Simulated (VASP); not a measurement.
# What goes wrong when the modes of C are computed with a bad input, part 2 of 2

Aim: see how common mistakes in a phonon run show up, on C. The starting structure is a measured crystal structure from the Crystallography Open Database.

VASP 6.6.1.

Results so far: reference T2g 1321.7 cm⁻¹.

The database entry behind the starting cell differs from later determinations by our own check (about 0.1 % long), so it need not match the best structure at ambient conditions.

**3. Modes with finite displacements, else as the reference**

Level of this step: LDA; plane waves and PAW (C) (VASP).

Against step 2 the input has IBRION = 6, NFREE = 2, POTIM = 0.015 and no LEPSILON (also changed: NSW).

INCAR reads:

```
SYSTEM = C
PREC = Accurate
ENCUT = 520
EDIFF = 1E-08
NELM = 100
ISMEAR = 0
SIGMA = 0.03
LREAL = .FALSE.
ALGO = Normal
GGA = CA
NBANDS = 10
LORBIT = 11
LWAVE = .FALSE.
LCHARG = .FALSE.
KPAR = 2
IBRION = 6
NFREE = 2
POTIM = 0.015
NSW = 1
ISIF = 2
```

POSCAR reads:

```
C
1.0
    0.0000000000      1.7677755000      1.7677755000
    1.7677755000      0.0000000000      1.7677755000
    1.7677755000      1.7677755000      0.0000000000
C
2
Direct
    0.0000000000      0.0000000000      0.0000000000
    0.2500000000      0.2500000000      0.2500000000
```

KPOINTS reads:

```
Automatic mesh
0
Gamma
14 14 14
0 0 0
```

Potentials, in the order of the species: C (LDA family, release 64).

Started as:

```bash
> mpirun -np 2 vasp_std
```

Log:

```text
[... set-up lines as in an earlier step ...]
 entering main loop
       N       E                     dE             d eps       ncg     rms          rms(c)
[... 12 cycles as in an earlier step ...]
   1 F= -.20245490E+02 E0= -.20245490E+02  d E =-.249774E-14
 Found     1 degrees of freedom:
 Finite differences POTIM= 0.01500 DOF=   1
[...]
N       E                     dE             d eps       ncg     rms          rms(c)
DAV:   1    -0.202412994138E+02    0.41909E-02   -0.51432E-01  8560   0.572E+00    0.133E-01
DAV:   2    -0.202412918063E+02    0.76074E-05   -0.27892E-03  9824   0.510E-01    0.779E-02
DAV:   3    -0.202411527890E+02    0.13902E-03   -0.31228E-04  9600   0.139E-01    0.878E-03
DAV:   4    -0.202411519663E+02    0.82277E-06   -0.14101E-05  9606   0.354E-02    0.541E-03
DAV:   5    -0.202411508922E+02    0.10741E-05   -0.25351E-06  9186   0.113E-02    0.385E-04
DAV:   6    -0.202411508998E+02   -0.76099E-08   -0.11076E-07  9584   0.294E-03    0.240E-04
DAV:   7    -0.202411508996E+02    0.17764E-09   -0.15207E-09  4780   0.306E-04
   2 F= -.20241151E+02 E0= -.20241151E+02  d E =-.238630E-37
 Finite differences progress:
  Degree of freedom:   1/  1
  Displacement:        1/  2
  Total:               1/  2
[...]
N       E                     dE             d eps       ncg     rms          rms(c)
DAV:   1    -0.202422315125E+02   -0.10806E-02   -0.12327E+00  8632   0.829E+00    0.264E-01
DAV:   2    -0.202417080737E+02    0.52344E-03   -0.65839E-03  9610   0.748E-01    0.155E-01
DAV:   3    -0.202411588322E+02    0.54924E-03   -0.12695E-03  9440   0.279E-01    0.174E-02
DAV:   4    -0.202411545569E+02    0.42752E-05   -0.55230E-05  9576   0.692E-02    0.104E-02
DAV:   5    -0.202411508833E+02    0.36736E-05   -0.90282E-06  9326   0.213E-02    0.910E-04
DAV:   6    -0.202411509162E+02   -0.32872E-07   -0.39670E-07  9608   0.558E-03    0.453E-04
DAV:   7    -0.202411509136E+02    0.25840E-08   -0.62638E-09  6068   0.592E-04
   3 F= -.20241151E+02 E0= -.20241151E+02  d E =-.239186E-37
 Finite differences progress:
  Degree of freedom:   1/  1
  Displacement:        2/  2
  Total:               2/  2
```

It took 16 s on 2 MPI ranks of Intel Xeon Platinum 8488C (Sapphire Rapids), shared host; peak memory 0.32 GiB; 28 s of CPU time.

OUTCAR, selected parts (step 3):

```text
  Total        0.0097709      0.0143184      0.0143184      0.0000000     -0.0635017      0.0000000
  in kB        1.4168878      2.0763170      2.0763170      0.0000000     -9.2084025      0.0000000
  external PRESSURE =       1.8565073 kB  Pullay stress =       0.0000000 kB

 POSITION                                       TOTAL-FORCE (eV/Angst)
 -----------------------------------------------------------------------------------
     -0.01500      0.00000      0.00000         0.578456     -0.000000     -0.000000
      0.88389      0.88389      0.88389        -0.578456      0.000000      0.000000
 -----------------------------------------------------------------------------------
    total drift:                                0.000011     -0.000000     -0.000001

  FREE ENERGIE OF THE ION-ELECTRON SYSTEM (eV)
  ---------------------------------------------------
  free  energy   TOTEN  =       -20.2411509136 eV

  energy  without entropy=      -20.2411509136  energy(sigma->0) =      -20.24115091

[... 2 parts as in an earlier step ...]

[... 1 further part left out ...]
[key lines of the parts left out:]
E-fermi :  10.6070
```

The last energy, forces and stress in OUTCAR belong to the last displaced cell, not to that of POSCAR.

With finite displacements, else as the reference the mode is T2g 1321.4 cm⁻¹, -0.3 cm⁻¹ from the reference.

**4. Modes with a k mesh far too coarse**

A slip made on purpose: a k mesh far too coarse. Against step 2 the input has a 2×2×2 mesh (also changed: NELM and KPAR).

INCAR reads:

```
SYSTEM = C
PREC = Accurate
ENCUT = 520
EDIFF = 1E-08
NELM = 60
ISMEAR = 0
SIGMA = 0.03
LREAL = .FALSE.
ALGO = Normal
GGA = CA
NBANDS = 10
LORBIT = 11
LWAVE = .FALSE.
LCHARG = .FALSE.
IBRION = 8
LEPSILON = .TRUE.
ISIF = 2
```

POSCAR is that of step 3.

KPOINTS reads:

```
Automatic mesh
0
Gamma
2 2 2
0 0 0
```

Started as:

```bash
> mpirun -np 2 vasp_std
```

Log:

```text
[banner, memory and clock lines left out]
running    2 mpi-ranks, on    1 nodes
[...]
LDA part: xc-table for (Slater(with rela. corr.)+CA(PZ))
 , standard interpolation
 POSCAR, INCAR and KPOINTS ok, starting setup
[...]
entering main loop
       N       E                     dE             d eps       ncg     rms          rms(c)
DAV:   1     0.477033615113E+01    0.47703E+01   -0.51052E+03    60   0.807E+02
DAV:   2    -0.177724026055E+02   -0.22543E+02   -0.21004E+02    76   0.132E+02
DAV:   3    -0.183219521959E+02   -0.54955E+00   -0.54929E+00    68   0.167E+01
DAV:   4    -0.183234850712E+02   -0.15329E-02   -0.15328E-02    76   0.985E-01
[...]
DAV:  11    -0.170233439180E+02    0.53156E-07   -0.13426E-07    64   0.324E-03    0.884E-04
DAV:  12    -0.170233439054E+02    0.12608E-07   -0.17937E-09    42   0.425E-04    0.987E-05
DAV:  13    -0.170233439057E+02   -0.35629E-09   -0.75632E-11    38   0.945E-05
   1 F= -.17023344E+02 E0= -.17023344E+02  d E =-.168048E-36
[...]
RMM:   9    -0.512326049759E+00    0.68767E-06    0.15709E-12    69   0.406E-05    0.539E-06
 change of polarisation eV/A/(eV/A) component  3 :     0.113    -0.113     0.954
 dielectric tensor                  component  3 :     1.847    -1.847    16.621
 Linear response DOF=           1
 Linear response progress:
  Degree of freedom:   1/  1
       N       E                     dE             d eps       ncg     rms          rms(c)
RMM:   1    -0.123116186590E+00   -0.12312E+00    0.24445E-03   230   0.210E+00
RMM:   2    -0.116571904445E+00    0.65443E-02   -0.48525E-03   154   0.321E-01    0.215E-01
RMM:   3    -0.116361402324E+00    0.21050E-03   -0.59581E-04   144   0.122E-01    0.115E-01
RMM:   4    -0.117143878276E+00   -0.78248E-03   -0.44610E-04   140   0.122E-01    0.166E-02
[...]
RMM:   9    -0.117082795851E+00    0.19499E-06    0.73577E-07   164   0.231E-05    0.189E-06
RMM:  10    -0.117082843852E+00   -0.48001E-07    0.18558E-07   149   0.192E-06    0.920E-07
RMM:  11    -0.117082852707E+00   -0.88550E-08    0.18525E-07   100   0.843E-07    0.271E-08
 first order change of Fermi-energy  -0.43879E-05
 force on displaced ion       1 direction 1 : -58.273   0.000   0.000
 Born effective charge ion    1 direction 1 :  -2.615   0.000   0.000
 Born effective charges drift removed
 Linear response finished
```

Wall time 3.4 s (2 MPI ranks); peak memory 0.2 GiB.

From OUTCAR (step 4):

```text
  Total        2.2039489      2.2039489      2.2039489     -0.0000000     -0.0000000      0.0000000
  in kB      319.5955856    319.5955856    319.5955856     -0.0000000     -0.0000000      0.0000000
  external PRESSURE =     319.5955856 kB  Pullay stress =       0.0000000 kB

 POSITION                                       TOTAL-FORCE (eV/Angst)
 -----------------------------------------------------------------------------------
      0.00000      0.00000      0.00000        -0.000000     -0.000000      0.000000
      0.88389      0.88389      0.88389         0.000000      0.000000     -0.000000
 -----------------------------------------------------------------------------------
    total drift:                                0.000000      0.000000      0.000000

 MACROSCOPIC STATIC DIELECTRIC TENSOR (including local field effects in DFT)
 ------------------------------------------------------
          16.620924     0.000000    -0.000000
           0.000000    16.620924     0.000000
          -0.000000     0.000000    16.620924
 ------------------------------------------------------

 MACROSCOPIC STATIC DIELECTRIC TENSOR IONIC CONTRIBUTION
 ------------------------------------------------------
           0.000000    -0.000000     0.000000
          -0.000000     0.000000     0.000000
          -0.000000     0.000000     0.000000
 ------------------------------------------------------

[... 1 part as in an earlier step ...]

[... 1 further part left out ...]
```

With a k mesh far too coarse the mode is T2g 1624.4 cm⁻¹, +302.7 cm⁻¹ from the reference.

**5. Modes with one-sided displacements**

A slip made on purpose: one-sided displacements. Against step 2 the input has IBRION = 6, NFREE = 1, POTIM = 0.015 and no LEPSILON (also changed: NELM and NSW).

Edit INCAR of step 4 so:

```diff
@@ -14,4 +14,7 @@
 LCHARG = .FALSE.
-IBRION = 8
-LEPSILON = .TRUE.
+KPAR = 2
+IBRION = 6
+NFREE = 1
+POTIM = 0.015
+NSW = 1
 ISIF = 2
```

POSCAR is that of step 4.

KPOINTS reads:

```
Automatic mesh
0
Gamma
14 14 14
0 0 0
```

Started as:

```bash
> mpirun -np 2 vasp_std
```

Log:

```text
[... set-up lines as in an earlier step ...]
 entering main loop
       N       E                     dE             d eps       ncg     rms          rms(c)
[... 12 cycles as in an earlier step ...]
   1 F= -.20245490E+02 E0= -.20245490E+02  d E =-.249774E-14
 Found     1 degrees of freedom:
 Finite differences POTIM= 0.01500 DOF=   1
[...]
N       E                     dE             d eps       ncg     rms          rms(c)
[... 7 cycles as in an earlier step ...]
   2 F= -.20241151E+02 E0= -.20241151E+02  d E =-.238630E-37
 Finite differences progress:
  Degree of freedom:   1/  1
  Displacement:        1/  1
  Total:               1/  1
```

Wall time 9.4 s (2 MPI ranks); peak memory 0.29 GiB.

OUTCAR, selected parts (step 5):

```text
  Total        0.0097681      0.0143165      0.0143165      0.0000000      0.0635218      0.0000000
  in kB        1.4164821      2.0760420      2.0760420      0.0000000      9.2113169      0.0000000
  external PRESSURE =       1.8561887 kB  Pullay stress =       0.0000000 kB

 POSITION                                       TOTAL-FORCE (eV/Angst)
 -----------------------------------------------------------------------------------
      0.01500      0.00000      0.00000        -0.578466      0.000000      0.000000
      0.88389      0.88389      0.88389         0.578466      0.000000      0.000000
 -----------------------------------------------------------------------------------
    total drift:                               -0.000008      0.000001      0.000001

  FREE ENERGIE OF THE ION-ELECTRON SYSTEM (eV)
  ---------------------------------------------------
  free  energy   TOTEN  =       -20.2411508996 eV

  energy  without entropy=      -20.2411508996  energy(sigma->0) =      -20.24115090

[... 2 parts as in an earlier step ...]

[... 1 further part left out ...]
[key lines of the parts left out:]
E-fermi :  10.6070
```

With one-sided displacements the mode is T2g 1321.4 cm⁻¹, as with finite displacements, else as the reference.

**6. Modes with perturbation theory asked for with a meta-GGA**

A slip made on purpose: perturbation theory asked for with a meta-GGA. Against step 2 the input has METAGGA = R2SCAN, LASPH = .TRUE. and no GGA (also changed: NELM).

INCAR reads:

```
SYSTEM = C
PREC = Accurate
ENCUT = 520
EDIFF = 1E-08
NELM = 60
ISMEAR = 0
SIGMA = 0.03
LREAL = .FALSE.
ALGO = Normal
NBANDS = 10
LORBIT = 11
LWAVE = .FALSE.
LCHARG = .FALSE.
KPAR = 2
IBRION = 8
LEPSILON = .TRUE.
ISIF = 2
METAGGA = R2SCAN
LASPH = .TRUE.
```

POSCAR is that of step 5.

KPOINTS is that of step 5.

Started as:

```bash
> mpirun -np 2 vasp_std
```

Log:

```text
[banner, memory and clock lines left out]
running    2 mpi-ranks, on    1 nodes
[...]
|                                                                             |
|               ----> ADVICE to this user running VASP <----                  |
|                                                                             |
|     You enforced a specific xc type in the INCAR file but a different       |
|     [... a line on the potential file left out ...]
|     I HOPE YOU KNOW WHAT YOU ARE DOING!                                     |
|                                                                             |

 LDA part: xc-table for (None), standard interpolation
 POSCAR, INCAR and KPOINTS ok, starting setup
[...]
entering main loop
       N       E                     dE             d eps       ncg     rms          rms(c)
DAV:   1    -0.206208861937E+02   -0.20621E+02   -0.49400E+03  2136   0.810E+02
DAV:   2    -0.396150008196E+02   -0.18994E+02   -0.18297E+02  2810   0.129E+02
[...]
1 F= -.37609092E+02 E0= -.37609092E+02  d E =-.700382E-39
|                                                                             |
|     EEEEEEE  RRRRRR   RRRRRR   OOOOOOO  RRRRRR      ###     ###     ###     |
|     E        R     R  R     R  O     O  R     R     ###     ###     ###     |
|     E        R     R  R     R  O     O  R     R     ###     ###     ###     |
|     EEEEE    RRRRRR   RRRRRR   O     O  RRRRRR       #       #       #      |
|     E        R   R    R   R    O     O  R   R                               |
|     E        R    R   R    R   O     O  R    R      ###     ###     ###     |
|     EEEEEEE  R     R  R     R  OOOOOOO  R     R     ###     ###     ###     |
|                                                                             |
|     You have switched on METAGGA and linear-response routines. This         |
|     combination is currently not supported. If you have selected            |
|     LEPSILON=.TRUE., you can try using LCALCEPS=.TRUE. instead. In all      |
|     other cases, VASP will stop. SOOO sorry...                              |
|                                                                             |
|       ---->  I REFUSE TO CONTINUE WITH THIS SICK JOB ... BYE!!! <----       |
|                                                                             |

1
1
```

Wall time 15 s (2 MPI ranks).

VASP stopped with this message: “You have switched on METAGGA and linear-response routines. This combination is currently not supported. If you have selected LEPSILON=.TRUE., you can try using LCALCEPS=.TRUE. instead”.

**7. Modes with a structure that was not relaxed**

A slip made on purpose: a structure that was not relaxed. Against step 2 the input has another starting structure (also changed: NELM).

Edit INCAR of step 6 so:

```diff
@@ -9,2 +9,3 @@
 ALGO = Normal
+GGA = CA
 NBANDS = 10
@@ -17,3 +18 @@
 ISIF = 2
-METAGGA = R2SCAN
-LASPH = .TRUE.
```

POSCAR reads:

```
C
1.0
    0.0000000000      1.7858110000      1.7858110000
    1.7858110000      0.0000000000      1.7858110000
    1.7858110000      1.7858110000      0.0000000000
C
2
Direct
    0.0000000000      0.0000000000      0.0000000000
    0.2500000000      0.2500000000      0.2500000000
```

KPOINTS is that of step 6.

Started as:

```bash
> mpirun -np 2 vasp_std
```

Log:

```text
[... set-up lines as in an earlier step ...]
 entering main loop
       N       E                     dE             d eps       ncg     rms          rms(c)
DAV:   1    -0.296581906198E+01   -0.29658E+01   -0.48825E+03  2178   0.787E+02
DAV:   2    -0.207167531346E+02   -0.17751E+02   -0.17158E+02  2772   0.121E+02
DAV:   3    -0.210240422245E+02   -0.30729E+00   -0.30673E+00  2458   0.131E+01
DAV:   4    -0.210247040374E+02   -0.66181E-03   -0.66176E-03  2252   0.728E-01
[...]
DAV:  10    -0.202316870184E+02   -0.14895E-05   -0.17471E-06  2274   0.118E-02    0.439E-03
DAV:  11    -0.202316869577E+02    0.60659E-07   -0.58582E-08  2382   0.198E-03    0.752E-04
DAV:  12    -0.202316869499E+02    0.77697E-08   -0.13872E-09  1234   0.371E-04
   1 F= -.20231687E+02 E0= -.20231687E+02  d E =-.102390E-26
 Linear response reoptimize wavefunctions to high precision
DAV:   1    -0.202316869484E+02    0.15681E-08   -0.86760E-11  1402   0.988E-05
DAV:   2    -0.202316869484E+02   -0.39222E-11   -0.26431E-12  1096   0.200E-05
 Linear response G [H, r] |phi>, progress :
  Direction:   1
[...]
RMM:   9    -0.160425436756E+00    0.12958E-06    0.33985E-11  3617   0.211E-05    0.221E-06
 change of polarisation eV/A/(eV/A) component  3 :     0.016     0.062     0.303
 dielectric tensor                  component  3 :     0.247     0.983     5.810
 Linear response DOF=           1
 Linear response progress:
  Degree of freedom:   1/  1
       N       E                     dE             d eps       ncg     rms          rms(c)
RMM:   1    -0.118563916158E+00   -0.11856E+00   -0.15223E-02 20462   0.206E+00
RMM:   2    -0.109876143829E+00    0.86878E-02   -0.38179E-03 13009   0.399E-01    0.181E-01
RMM:   3    -0.109915018355E+00   -0.38875E-04   -0.30358E-04 12874   0.105E-01    0.991E-02
RMM:   4    -0.110654809495E+00   -0.73979E-03   -0.29172E-04 12771   0.109E-01    0.130E-02
[...]
RMM:   8    -0.110597099837E+00    0.11327E-06    0.52779E-09 14258   0.415E-05    0.928E-06
RMM:   9    -0.110596989991E+00    0.10985E-06    0.24076E-08 14809   0.151E-05    0.153E-06
RMM:  10    -0.110596990687E+00   -0.69591E-09   -0.25478E-09 11785   0.471E-06    0.128E-07
 first order change of Fermi-energy   0.56035E-04
 force on displaced ion       1 direction 1 : -36.295  -0.000  -0.000
 Born effective charge ion    1 direction 1 :   0.000   0.000   0.000
 Born effective charges drift removed
 Linear response finished
```

It took 42 s on 2 MPI ranks; peak memory 0.42 GiB.

Parts of OUTCAR (step 7):

```text
  Total       -0.9494376     -0.9494376     -0.9494376     -0.0000000      0.0000000     -0.0000000
  in kB     -133.5489678   -133.5489678   -133.5489678     -0.0000000      0.0000000     -0.0000000
  external PRESSURE =    -133.5489678 kB  Pullay stress =       0.0000000 kB

 POSITION                                       TOTAL-FORCE (eV/Angst)
 -----------------------------------------------------------------------------------
      0.00000      0.00000      0.00000         0.000000      0.000000     -0.000000
      0.89291      0.89291      0.89291        -0.000000     -0.000000      0.000000
 -----------------------------------------------------------------------------------
    total drift:                                0.000000      0.000000      0.000000

 MACROSCOPIC STATIC DIELECTRIC TENSOR (including local field effects in DFT)
 ------------------------------------------------------
           5.810492    -0.000000    -0.000000
           0.000000     5.810492     0.000000
          -0.000000     0.000000     5.810492
 ------------------------------------------------------

 MACROSCOPIC STATIC DIELECTRIC TENSOR IONIC CONTRIBUTION
 ------------------------------------------------------
           0.000000     0.000000     0.000000
           0.000000     0.000000     0.000000
           0.000000     0.000000     0.000000
 ------------------------------------------------------

[... 1 part as in an earlier step ...]

[... 1 further part left out ...]
```

With a structure that was not relaxed the mode is T2g 1282.0 cm⁻¹, -39.7 cm⁻¹ from the reference.

**8. All runs side by side**

```csv
run,ended,T2g,method,core minutes
reference,converged,1321.7,perturbation theory,1.33
"finite displacements, else as the reference",converged,1321.4,finite displacements,0.527
a k mesh far too coarse,converged,1624.4,perturbation theory,0.113
one-sided displacements,converged,1321.4,finite displacements,0.313
perturbation theory asked for with a meta-GGA,stopped by VASP,-,perturbation theory,0.513
a structure that was not relaxed,converged,1282.0,perturbation theory,1.4
```

Modes are in cm⁻¹, degenerate ones as one, matched between runs by symmetry and order. A number in brackets counts the listed modes of one symmetry from the lowest. The symmetry labels come from an automatic analysis and can be wrong where levels nearly coincide. Core minutes are wall time times ranks of the run shown, on a shared host.

**9. Summary of results**

```yaml
t2g_reference: 1321.7 cm⁻¹
t2g_finite_displacements_else_as_the_reference: 1321.4 cm⁻¹
t2g_a_k_mesh_far_too_coarse: 1624.4 cm⁻¹
t2g_one_sided_displacements: 1321.4 cm⁻¹
t2g_a_structure_that_was_not_relaxed: 1282.0 cm⁻¹
run_with_perturbation_theory_asked_for_with_a_meta_gga: stopped by VASP
```

What this shows: VASP stopped by itself in the run with perturbation theory asked for with a meta-GGA. Finished, but with signs in the output that stand out against the reference: a k mesh far too coarse, with modes off by up to +303 cm⁻¹, in T2g (signs: a pressure of 32.0 GPa on the undisplaced cell); a structure that was not relaxed, with modes off by up to -40 cm⁻¹, in T2g (signs: a pressure of -13.4 GPa on the undisplaced cell). Little came of one-sided displacements in this material. Runs with finite displacements are held against the sound run of that kind. The dielectric constants and Born charges in the logs aren't compared here; at a small gap they can be far off, and in a run without a gap they mean nothing. Further runs on this material are not shown.

[Lines on the potential files, build, host, timing and source positions are cut from VASP's logs without a mark.]

[Logs are printed without paths, hosts, clocks, repeated set-up lines and the standing remarks that a program may print on its own settings, such as how far it seeks lower states.]

[Hosts, paths, dates, database ids (printed as entryN), source tags and the programs' standing remarks are cut or masked in the printed files.]
